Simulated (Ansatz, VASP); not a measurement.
One calculation of Au, two programs

```
CELL_PARAMETERS angstrom
0.00000 2.07871 2.07871
2.07871 0.00000 2.07871
2.07871 2.07871 0.00000
ATOMIC_POSITIONS crystal
Au 0.00000 0.00000 0.00000
```

Alike in both runs: functional PBE; k mesh 14 × 14 × 14; occupations fermi-dirac, width 0.0559 eV; no spin polarisation.

Ansatz relaxed the structure, and its values are those at the end. VASP's run is a single point on that final structure, the one shown.

```csv
,VASP,Ansatz
version,VASP 6.6.1,Ansatz 0.2.0
potentials or method,"VASP PAW PBE potentials, release 64 (Au)",PAW plane waves
plane-wave cutoff (eV),520,420
valence electrons in the cell,11,19
```

Ansatz gave:

```
pressure (GPa) : 0.0
```

Task: Which values does VASP return?

Result: Pressure (GPa): -0.3.

The functional is the same, so the differences come from potentials, cutoffs and numerics. The two sets of potentials don't hold the same shells in valence.

The runs have no spin-orbit coupling, so splittings on Au are missing.
